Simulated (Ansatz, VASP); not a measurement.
# Ni: VASP beside Ansatz

File INCAR:

```
PREC     = Accurate       # precision mode
ENCUT    = 520            # plane-wave cutoff, eV
EDIFF    = 1E-7           # SCF threshold, eV
ISMEAR   = -1             # smearing method
SIGMA    = 0.05           # smearing width, eV
LREAL    = False          # projectors in reciprocal space
LASPH    = True           # aspherical terms in the spheres
NELM     = 120            # most SCF steps
ALGO     = Normal         # electronic algorithm
ISIF     = 2              # what is computed and relaxed
LWAVE    = False          # write WAVECAR
LCHARG   = False          # write CHGCAR
ISPIN    = 2              # spin polarisation
MAGMOM   = 1              # initial moments
LORBIT   = 11             # projections on sites
LMAXMIX  = 4              # l up to which the mixer works
GGA      = PS             # functional
NBANDS   = 15             # bands
```

File KPOINTS:

```
Automatic mesh
0
Gamma
  13 13 13
```

Contents of POSCAR:

```
Ni
1.0
   -1.3744285092      1.3744285092      1.3744285092
    1.3744285092     -1.3744285092      1.3744285092
    1.3744285092      1.3744285092     -1.3744285092
Ni
1
Direct
    0.0000000000      0.0000000000      0.0000000000
```

File input.yaml:

```yaml
crystal:
  lattice:
    - [-1.3744285092, 1.3744285092, 1.3744285092]
    - [1.3744285092, -1.3744285092, 1.3744285092]
    - [1.3744285092, 1.3744285092, -1.3744285092]
  atoms:
    - { symbol: Ni, position: [0.0, 0.0, 0.0], spin: 1.0 }
hamiltonian:
  xc: pbesol
  pseudopotentials: { kind: paw }
magnetization:
  spin_polarized: true
kpoints:
  mp_grid: { grid: [13, 13, 13] }
scf:
  occupations: { method: fermi_dirac, width: 0.05 }
output:
  forces: true
  stress: true
  eigenvalues: true
```

Change from the starting cell: volume scaled by 0.98.

Alike in both runs: task single point; functional PBEsol; k mesh 13 × 13 × 13; occupations fermi-dirac, width 0.05 eV; collinear spin, ferromagnetic start.

```csv
,VASP,Ansatz
version,VASP 6.6.1,Ansatz 0.2.0
potentials or method,"VASP PAW PBE potentials, release 64 (Ni)",Ansatz PAW
plane-wave cutoff (eV),520,420
valence electrons in the cell,10,18
```

VASP gave:

- gap on the k mesh at the Fermi level (eV): none
- pressure (GPa): 1.9
- net moment per atom (μB): 0.57
- size of the moment on the site where the two differ most (μB): 0.57

Task: Which values does Ansatz return?

Result: gap on the k mesh at the Fermi level (eV): none; pressure (GPa): 2.0; net moment per atom (μB): 0.58; size of the moment on the site where the two differ most (μB): 0.60.

Site moments also hang on the region over which each program counts them. A gap of «none» marks a metal or a gap that the smearing closes. The two sets of potentials don't hold the same shells in valence.

Caveats: the PAW data sets were made with another functional, which shifts forces and pressure a little (VASP); the PAW data sets come from PBE, with cores solved anew for the run's functional, which leaves a small shift of forces and pressure (Ansatz).
